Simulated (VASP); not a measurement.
# ZnO (zincite) (P6_3mc) in VASP: settings compared

Aim: see how the results for ZnO (zincite) move with the level of theory and the settings. Levels: PBE, LDA, PBEsol, RPBE. Tasks: band structure.

Everything below comes from runs of VASP 6.6.1. Logs are shortened: lines on timing, memory, paths and dates and some standing lists are left out, and cuts for length are marked.

**What was measured.**

From “Electronic structure of alkaline earth and post-transition metal oxides”, 2009, arxiv:0908.1581, for a bulk crystal of ZnO: band gap 3.37 eV.

How close the calculation comes is told below.

### 1 The crystal as given

The structure is hexagonal, space group P6_3mc (No. 186). The conventional cell has a = 3.249 Å, b = 3.249 Å, c = 5.206 Å, α = 90.00°, β = 90.00°, γ = 120.00°. Around Zn (site symmetry 3m) lie 4 O at 1.97 to 1.98 Å. Around O (site symmetry 3m) lie 4 Zn at 1.97 to 1.98 Å.

### 2 Band structure, PBE

INCAR

```
PREC     = Accurate       # precision mode
ENCUT    = 520            # plane-wave cutoff, eV
EDIFF    = 1E-7           # SCF threshold, eV
ISMEAR   = -1             # smearing method
SIGMA    = 0.05           # smearing width, eV
LREAL    = F              # projectors in reciprocal space
LASPH    = T              # aspherical terms in the spheres
NELM     = 80             # most SCF steps
ALGO     = Normal         # electronic algorithm
ISIF     = 2              # what is computed and relaxed
LWAVE    = F              # write WAVECAR
LCHARG   = F              # write CHGCAR
GGA      = PE             # functional
```

KPOINTS

```
Automatic mesh
0
Gamma
  9 9 5
```

POSCAR

```
ZnO
1.0
    3.2493080000      0.0000000000      0.0000000000
   -1.6246540000      2.8139832727      0.0000000000
    0.0000000000      0.0000000000      5.2057090000
Zn O
2 2
Direct
    0.6666666667      0.3333333333      0.0000000000
    0.3333333333      0.6666666667      0.5000000000
    0.3333333333      0.6666666667      0.8790100000
    0.6666666667      0.3333333333      0.3790100000
```

KPOINTS_OPT

```
path GMKGALHA,LM,KH
15
line-mode
reciprocal
 0.0000000000  0.0000000000  0.0000000000  G
 0.5000000000  0.0000000000  0.0000000000  M

 0.5000000000  0.0000000000  0.0000000000  M
 0.3333333333  0.3333333333  0.0000000000  K

 0.3333333333  0.3333333333  0.0000000000  K
 0.0000000000  0.0000000000  0.0000000000  G

 0.0000000000  0.0000000000  0.0000000000  G
 0.0000000000  0.0000000000  0.5000000000  A

 0.0000000000  0.0000000000  0.5000000000  A
 0.5000000000  0.0000000000  0.5000000000  L

 0.5000000000  0.0000000000  0.5000000000  L
 0.3333333333  0.3333333333  0.5000000000  H

 0.3333333333  0.3333333333  0.5000000000  H
 0.0000000000  0.0000000000  0.5000000000  A

 0.5000000000  0.0000000000  0.5000000000  L
 0.5000000000  0.0000000000  0.0000000000  M

 0.3333333333  0.3333333333  0.0000000000  K
 0.3333333333  0.3333333333  0.5000000000  H
```

Potentials or basis: VASP PAW PBE potentials, release 64 (Zn, O).

Command:

```console
$ cat potpaw_PBE.64/Zn/POTCAR potpaw_PBE.64/O/POTCAR > POTCAR
$ mpirun -np 1 vasp_std > vasp.out
```

OUTCAR:

```text
PREC = Accurate
   ENCUT = 520
   EDIFF = 1E-7
   ISMEAR = -1
   LREAL = F
   LASPH = T
   NELM = 80
   ISIF = 2
   GGA = PE

 ion  position               nearest neighbor table
   1  0.667  0.333  0.000-   4 1.97   3 1.98   3 1.98   3 1.98
   2  0.333  0.667  0.500-   3 1.97   4 1.98   4 1.98   4 1.98
   3  0.333  0.667  0.879-   2 1.97   1 1.98   1 1.98   1 1.98
   4  0.667  0.333  0.379-   1 1.97   2 1.98   2 1.98   2 1.98

  LATTYP: Found a hexagonal cell.
 ALAT       =     3.2493080000
 C/A-ratio  =     1.6020977390

  Lattice vectors:

 A1 = (   3.2493080000,   0.0000000000,   0.0000000000)
 A2 = (  -1.6246540000,   2.8139832727,   0.0000000000)
 A3 = (   0.0000000000,   0.0000000000,   5.2057090000)

Analysis of symmetry for initial positions (statically):
=====================================================================
 Subroutine PRICEL returns:
 Original cell was already a primitive cell.

 Routine SETGRP: Setting up the symmetry group for a
 hexagonal supercell.

 Subroutine GETGRP returns: Found 12 space group operations
 (whereof  6 operations were pure point group operations)
 out of a pool of 24 trial point group operations.

The static configuration has the point symmetry C_3v.
 The point group associated with its full space group is C_6v.

Analysis of symmetry for dynamics (positions and initial velocities):
=====================================================================
 Subroutine PRICEL returns:
 Original cell was already a primitive cell.

 Routine SETGRP: Setting up the symmetry group for a
 hexagonal supercell.

 Subroutine GETGRP returns: Found 12 space group operations
 (whereof  6 operations were pure point group operations)
 out of a pool of 24 trial point group operations.

The dynamic configuration has the point symmetry C_3v.
 The point group associated with its full space group is C_6v.

 Subroutine INISYM returns: Found 12 space group operations
 (whereof  6 operations are pure point group operations),
 and found     1 'primitive' translations

----------------------------------------------------------------------------------------

                                     Primitive cell

  volume of cell :      47.5984

  direct lattice vectors                    reciprocal lattice vectors
     3.249308000  0.000000000  0.000000000     0.307757836  0.177684070  0.000000000
    -1.624654000  2.813983273  0.000000000     0.000000000  0.355368139  0.000000000
     0.000000000  0.000000000  5.205709000     0.000000000  0.000000000  0.192096792

  length of vectors
     3.249308000  3.249308000  5.205709000     0.355368139  0.355368139  0.192096792

  position of ions in fractional coordinates (direct lattice)
     0.666666667  0.333333333  0.000000000
     0.333333333  0.666666667  0.500000000
     0.333333333  0.666666667  0.879010000
     0.666666667  0.333333333  0.379010000

  ion indices of the primitive-cell ions
   primitive index   ion index
                 1           1
                 2           2
                 3           3
                 4           4

----------------------------------------------------------------------------------------

 KPOINTS: Automatic mesh

Automatic generation of k-mesh.
 Grid dimensions read from file:
 generate k-points for:    9    9    5

 Generating k-lattice:

  Cartesian coordinates                     Fractional coordinates (reciprocal lattice)
     0.034195315  0.019742674  0.000000000     0.111111111  0.000000000  0.000000000
     0.000000000  0.039485349  0.000000000     0.000000000  0.111111111  0.000000000
     0.000000000  0.000000000  0.038419358     0.000000000  0.000000000  0.200000000

  Length of vectors
     0.039485349  0.039485349  0.038419358

  Shift w.r.t. Gamma in fractional coordinates (k-lattice)
     0.000000000  0.000000000  0.000000000

 Subroutine IBZKPT returns following result:
 ===========================================

 Found     36 irreducible k-points:

 Following reciprocal coordinates:
            Coordinates               Weight
  0.000000  0.000000  0.000000      1.000000
  0.111111  0.000000  0.000000      6.000000
  0.222222  0.000000  0.000000      6.000000
  0.333333  0.000000  0.000000      6.000000
  0.444444  0.000000  0.000000      6.000000
  0.111111  0.111111  0.000000      6.000000
[... 16 lines left out ...]
  0.333333  0.222222  0.200000     24.000000
  0.333333  0.333333  0.200000      4.000000
 [... further k-points ...]
   k-points           NKPTS =     36   k-points in BZ     NKDIM =     36   number of bands    NBANDS=     22
   number of dos      NEDOS =    301   number of ions     NIONS =      4
   total plane-waves  NPLWV =  23040
   dimension x,y,z NGX =    24 NGY =   24 NGZ =   40
   dimension x,y,z NGXF=    48 NGYF=   48 NGZF=   80
   ions per type =               2   2
   NGX,Y,Z   is equivalent  to a cutoff of  12.28, 12.28, 12.77 a.u.
   NGXF,Y,Z  is equivalent  to a cutoff of  24.56, 24.56, 25.55 a.u.
 SYSTEM =  unknown system
   PREC   = accura    normal or accurate (medium, high low for compatibility)
   ISTART =      0    job   : 0-new  1-cont  2-samecut
   ICHARG =      2    charge: 1-file 2-atom 10-const
   ISPIN  =      1    spin polarized calculation?
   LNONCOLLINEAR =      F non collinear calculations
   LSORBIT =      F    spin-orbit coupling
   LASPH  =      T    aspherical Exc in radial PAW
   ENCUT  =  520.0 eV  38.22 Ry    6.18 a.u.   6.04  6.04  9.68*2*pi/ulx,y,z
   NELM   =     80;   NELMIN=  2; NELMDL= -5     # of ELM steps
   EDIFF  = 0.1E-06   stopping-criterion for ELM
   LREAL  =      F    real-space projection
   EDIFFG = 0.1E-05   stopping-criterion for IOM
   NSW    =      0    number of steps for IOM
   IBRION =     -1    ionic relax: 0-MD 1-quasi-New 2-CG
   NFREE  =      0    steps in history (QN), initial steepest desc. (CG)
   ISIF   =      2    stress and relaxation
   ISYM   =      2    0-nonsym 1-usesym 2-fastsym
   POTIM  = 0.5000    time-step for ionic-motion
   TEBEG  =    0.0;   TEEND  =   0.0 temperature during run
   PSTRESS=    0.0 pullay stress
   NELECT =      36.0000    total number of electrons
   NUPDOWN=      -1.0000    fix difference up-down
   EMIN   =  10.00;   EMAX   =-10.00  energy-range for DOS
   EFERMI =   0.00;   METHOD = LEGACY
   ISMEAR =    -1;   SIGMA  =   0.05  broadening in eV -4-tet -1-fermi 0-gaus
   EFERMI_NEDOS =   21; number of points for ismear=-14 and -15
   IALGO  =     38    algorithm
   IMIX   =      4    mixing-type and parameters
     AMIX     =   0.40;   BMIX     =  1.00
     AMIX_MAG =   1.60;   BMIX_MAG =  1.00
  volume/ion in A,a.u.               =      11.90        80.30
  Fermi-wavevector in a.u.,A,eV,Ry     =   1.491574  2.818667 30.270160  2.224794
  Thomas-Fermi vector in A             =   2.604212
   LORBIT       =      0    0 simple, 1 ext, 2 COOP (PROOUT), +10 PAW based schemes
   GGA     = PE    functional components
   LHFCALC =     F    Hartree Fock is set to
   AEXX    =    0.0000 exact exchange contribution
   IVDW    =     0    specifies the selected vdW correction
   LEPSILON=     F    determine dielectric tensor
   LRPA    =     F    only Hartree local field effects (RPA)
 non-spin polarized calculation
  energy-cutoff  :      520.00
  volume of cell :       47.60
 maximum number of plane-waves:      1308
   NGX = 13   NGY = 13   NGZ = 19

 number of electron      36.0000017 magnetization

 Free energy of the ion-electron system (eV)
  ---------------------------------------------------
  ext. energy  EPLUGINS =         0.00000000
  ---------------------------------------------------
  free energy    TOTEN  =       -17.82215557 eV

  energy without entropy =      -17.82215165  energy(sigma->0) =      -17.82215361

 E-fermi :   1.6361     XC(G=0): -10.9115

 val. band max:        1.2007971529   @ k =   0.0000   0.0000   0.0000
 cond. band min:       1.9907456228   @ k =   0.0000   0.0000   0.0000
 fundamental gap:      0.7899484699
 Fermi energy:         1.6360641766

 k-point     1 :       0.0000    0.0000    0.0000
  band No.  band energies     occupation
      1     -16.8876      2.00000
      2     -16.1564      2.00000
      3      -4.4872      2.00000
      4      -4.4872      2.00000
      5      -4.4477      2.00000
      6      -4.4263      2.00000
[... 14 lines left out ...]
     21       9.4648      0.00000
     22      14.0504      0.00000

 k-point     2 :       0.1111    0.0000    0.0000
  band No.  band energies     occupation
      1     -16.8206      2.00000
      2     -16.1274      2.00000
      3      -4.5656      2.00000
      4      -4.4488      2.00000
      5      -4.4066      2.00000
      6      -4.3444      2.00000
[... 14 lines left out ...]
     21       9.4568      0.00000
     22      12.8774      0.00000

 k-point     3 :       0.2222    0.0000    0.0000
  band No.  band energies     occupation
      1     -16.6415      2.00000
      2     -16.0581      2.00000
      3      -4.7141      2.00000
      4      -4.3911      2.00000
      5      -4.3591      2.00000
      6      -4.2577      2.00000
[... 14 lines left out ...]
     21       9.4083      0.00000
     22      11.1858      0.00000

 k-point     4 :       0.3333    0.0000    0.0000
  band No.  band energies     occupation
      1     -16.4138      2.00000
      2     -15.9946      2.00000
      3      -4.7952      2.00000
      4      -4.4385      2.00000
      5      -4.2780      2.00000
      6      -4.0866      2.00000
[... 14 lines left out ...]
     21       9.1529      0.00000
     22       9.9976      0.00000

 k-point     5 :       0.4444    0.0000    0.0000
  band No.  band energies     occupation
      1     -16.2345      2.00000
      2     -15.9783      2.00000
      3      -4.7456      2.00000
      4      -4.5017      2.00000
      5      -4.2405      2.00000
      6      -3.9071      2.00000
[... 14 lines left out ...]
     21       8.8369      0.00000
     22       9.6949      0.00000

 k-point     6 :       0.1111    0.1111    0.0000
  band No.  band energies     occupation
      1     -16.6974      2.00000
      2     -16.0783      2.00000
      3      -4.6434      2.00000
      4      -4.4517      2.00000
      5      -4.3480      2.00000
      6      -4.3020      2.00000
[... 14 lines left out ...]
     21       9.4451      0.00000
     22      11.7072      0.00000

 k-point     7 :       0.2222    0.1111    0.0000
  band No.  band energies     occupation
      1     -16.4929      2.00000
      2     -16.0123      2.00000
      3      -4.7202      2.00000
      4      -4.4464      2.00000
      5      -4.3019      2.00000
      6      -4.1778      2.00000
[... 324 lines left out ...]
      6      -4.0496      2.00000
[... 14 lines left out ...]
     21       9.4925      0.00000
     22       9.8322      0.00000

 k-point    21 :       0.4444    0.1111    0.2000
  band No.  band energies     occupation
      1     -16.1581      2.00000
      2     -15.9973      2.00000
      3      -4.7283      2.00000
      4      -4.5598      2.00000
      5      -4.2314      2.00000
      6      -3.9506      2.00000
[... 14 lines left out ...]
     21       9.1069      0.00000
     22       9.7740      0.00000

 k-point    22 :       0.2222    0.2222    0.2000
  band No.  band energies     occupation
      1     -16.2700      2.00000
      2     -16.0054      2.00000
      3      -4.6512      2.00000
      4      -4.5677      2.00000
      5      -4.1970      2.00000
      6      -4.1660      2.00000
[... 14 lines left out ...]
     21       9.8526      0.00000
     22       9.9783      0.00000

 k-point    23 :       0.3333    0.2222    0.2000
  band No.  band energies     occupation
      1     -16.1273      2.00000
      2     -15.9969      2.00000
      3      -4.5827      2.00000
      4      -4.4106      2.00000
      5      -4.2393      2.00000
      6      -4.0298      2.00000
[... 14 lines left out ...]
     21       9.3435      0.00000
     22       9.7875      0.00000

 k-point    24 :       0.3333    0.3333    0.2000
  band No.  band energies     occupation
      1     -16.0364      2.00000
      2     -16.0364      2.00000
      3      -4.4944      2.00000
      4      -4.2869      2.00000
      5      -4.2869      2.00000
      6      -3.9212      2.00000
[... 14 lines left out ...]
     21       8.9734      0.00000
     22       9.3231      0.00000

 [... further k-points ...]
[... 5 lines left out ...]
  --------------------------------------------------------------------------------------
  -------------------------------------------------------------------------------------
  Total        1.6096060      1.6096060      2.1326929      0.0000000      0.0000000      0.0000000
  in kB       54.1798622     54.1798622     71.7871361      0.0000000      0.0000000      0.0000000
  external PRESSURE =      60.0489535 kB  Pullay stress =       0.0000000 kB

 VOLUME and BASIS-vectors are now :
 -----------------------------------------------------------------------------
  energy-cutoff  :      520.00
  volume of cell :       47.60
      direct lattice vectors                 reciprocal lattice vectors
     3.249308000  0.000000000  0.000000000     0.307757836  0.177684070  0.000000000
    -1.624654000  2.813983273  0.000000000     0.000000000  0.355368139  0.000000000
     0.000000000  0.000000000  5.205709000     0.000000000  0.000000000  0.192096792

 POSITION                                       TOTAL-FORCE (eV/Angst)
 -----------------------------------------------------------------------------------
      1.62465      0.93799      0.00000         0.000000     -0.000000     -0.074088
     -0.00000      1.87599      2.60285        -0.000000      0.000000     -0.074088
     -0.00000      1.87599      4.57587        -0.000000      0.000000      0.074088
      1.62465      0.93799      1.97302        -0.000000     -0.000000      0.074088
 -----------------------------------------------------------------------------------
    total drift:                               -0.000000     -0.000000     -0.000154

  FREE ENERGIE OF THE ION-ELECTRON SYSTEM (eV)
  ---------------------------------------------------
  free  energy   TOTEN  =       -17.8221555664 eV

  energy  without entropy=      -17.8221516512  energy(sigma->0) =      -17.82215361
```

Wall time 36 s (1 thread of Intel Xeon 6975P-C (Granite Rapids), shared host); peak memory 0.19 GiB.

What came out:

```yaml
Free_energy: -17.8222 eV
Pressure: 6.0 GPa
Largest_force: 0.074 eV/Å
Band_gap_on_the_k_mesh: 0.79 eV, direct
Band_gap_along_the_path: 0.79 eV, direct
```

Forces on the atoms (eV/Å):
```
Zn   0.000  0.000 -0.074
Zn   0.000  0.000 -0.074
O    0.000  0.000  0.074
O    0.000  0.000  0.074
```

Stress tensor (GPa, compression positive):
```
5.42 0.00 0.00
0.00 5.42 0.00
0.00 0.00 7.18
```

Levels at the corners of the path, in eV from the valence-band top:
| point | band 14 | band 15 | band 16 | band 17 | band 18 | band 19 | band 20 | band 21 | band 22 |
| --- | --- | --- | --- | --- | --- | --- | --- | --- | --- |
| Γ | -0.81 | -0.81 | -0.07 | 0.00 | 0.00 | 0.79 | 5.21 | 8.26 | 12.85 |
| M | -3.53 | -2.82 | -2.28 | -1.28 | -0.83 | 5.77 | 6.86 | 7.62 | 8.48 |
| M | -3.53 | -2.82 | -2.28 | -1.28 | -0.83 | 5.77 | 6.86 | 7.62 | 8.48 |
| K | -3.51 | -3.51 | -1.91 | -1.91 | -1.71 | 7.68 | 7.68 | 7.69 | 8.14 |
| K | -3.51 | -3.51 | -1.91 | -1.91 | -1.71 | 7.68 | 7.68 | 7.69 | 8.14 |
| Γ | -0.81 | -0.81 | -0.07 | 0.00 | 0.00 | 0.79 | 5.21 | 8.26 | 12.85 |
| Γ | -0.81 | -0.81 | -0.07 | 0.00 | 0.00 | 0.79 | 5.21 | 8.26 | 12.85 |
| A | -2.23 | -0.40 | -0.40 | -0.40 | -0.40 | 3.46 | 3.46 | 10.12 | 10.12 |
| A | -2.23 | -0.40 | -0.40 | -0.40 | -0.40 | 3.46 | 3.46 | 10.12 | 10.12 |
| L | -3.74 | -1.51 | -1.51 | -1.35 | -1.35 | 5.72 | 5.72 | 8.42 | 8.42 |
| L | -3.74 | -1.51 | -1.51 | -1.35 | -1.35 | 5.72 | 5.72 | 8.42 | 8.42 |
| H | -3.69 | -2.68 | -2.68 | -1.23 | -1.23 | 8.01 | 8.01 | 8.02 | 8.02 |
| H | -3.69 | -2.68 | -2.68 | -1.23 | -1.23 | 8.01 | 8.01 | 8.02 | 8.02 |
| A | -2.23 | -0.40 | -0.40 | -0.40 | -0.40 | 3.46 | 3.46 | 10.12 | 10.12 |
| L | -3.74 | -1.51 | -1.51 | -1.35 | -1.35 | 5.72 | 5.72 | 8.42 | 8.42 |
| M | -3.53 | -2.82 | -2.28 | -1.28 | -0.83 | 5.77 | 6.86 | 7.62 | 8.48 |
| K | -3.51 | -3.51 | -1.91 | -1.91 | -1.71 | 7.68 | 7.68 | 7.69 | 8.14 |
| H | -3.69 | -2.68 | -2.68 | -1.23 | -1.23 | 8.01 | 8.01 | 8.02 | 8.02 |

[end of part 1 of 3]
